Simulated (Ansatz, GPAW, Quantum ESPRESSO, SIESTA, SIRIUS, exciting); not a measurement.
**AlRu: 7 runs at one level of theory**

```xyz
2
Lattice="2.9916 0.0000 0.0000 0.0000 2.9916 0.0000 0.0000 0.0000 2.9916" Properties=species:S:1:pos:R:3 pbc="T T T"
Ru    1.4868    1.5288    1.4593
Al   -0.0129   -0.0264    0.0300
```

Atoms were shifted at random by some hundredths of an Å from the given cell, which wasn't relaxed again for these runs.

Alike in all runs: task single point; functional PBEsol; k mesh 9 × 9 × 9; occupations fermi-dirac, width 0.05 eV; no spin polarisation; no spin-orbit coupling. Pressure is positive in compression and, in plane waves, holds the error of the finite cutoff, which Ansatz's Pulay term estimates and takes out.

```tsv
program and potentials	plane-wave cutoff (eV)	notes	pressure (GPa)	largest force (eV/Å)	energy over the undisturbed cell (meV/atom)
Ansatz, Ansatz PAW	420	potentials made for PBE, which Ansatz adapts in part; Pulay term of +0.05 GPa included	-2.72	0.687	15.27
SIRIUS, PseudoDojo 0.4.1 PBEsol standard (scalar relativistic)	1152	-	-2.63	0.700	15.54
Quantum ESPRESSO, GBRV 1.5 PBEsol	612	-	-2.83	0.690	15.33
exciting, all-electron LAPW+lo, shipped species files, valence relativity iora*	-	-	-	0.692	15.28
SIESTA, files PseudoDojo sr-pbesol-0.4.1-standard, DZP (energy shift 0.003 Ry; two zetas on semicore shells)	-	atomic basis	-1.10	0.759	16.90
GPAW, PAW data sets generated for this functional	600	-	-1.95	0.701	15.57
Ansatz, all-electron LAPW, scalar-relativistic	-	-	-2.76	0.686	-
```

Force on atom 1 (Ru), eV/Å:

```csv
program and potentials,x,y,z
"Ansatz, Ansatz PAW",-0.031,-0.458,0.511
"SIRIUS, PseudoDojo 0.4.1 PBEsol standard (scalar relativistic)",-0.032,-0.466,0.521
"Quantum ESPRESSO, GBRV 1.5 PBEsol",-0.031,-0.460,0.514
"exciting, all-electron LAPW+lo, shipped species files, valence relativity iora*",-0.031,-0.461,0.515
"SIESTA, files PseudoDojo sr-pbesol-0.4.1-standard, DZP (energy shift 0.003 Ry; two zetas on semicore shells)",-0.033,-0.504,0.563
"GPAW, PAW data sets generated for this functional",-0.032,-0.467,0.522
"Ansatz, all-electron LAPW, scalar-relativistic",-0.031,-0.457,0.510
```

The pressure spans -2.83 (Quantum ESPRESSO, GBRV 1.5 PBEsol) to -1.10 GPa (SIESTA, files PseudoDojo sr-pbesol-0.4.1-standard, DZP (energy shift 0.003 Ry; two zetas on semicore shells)), with all-electron results at -2.76. The pressure on the cell as given of SIESTA, files PseudoDojo sr-pbesol-0.4.1-standard, DZP (energy shift 0.003 Ry; two zetas on semicore shells) lies far from the others; the cause wasn't traced. Rows in atomic bases carry the error of their basis and grid, which can be large.

Differences between rows come from potentials, basis sets and numerical settings, since the functional is the same but for its coding. Runs on potential files found faulty are left out.
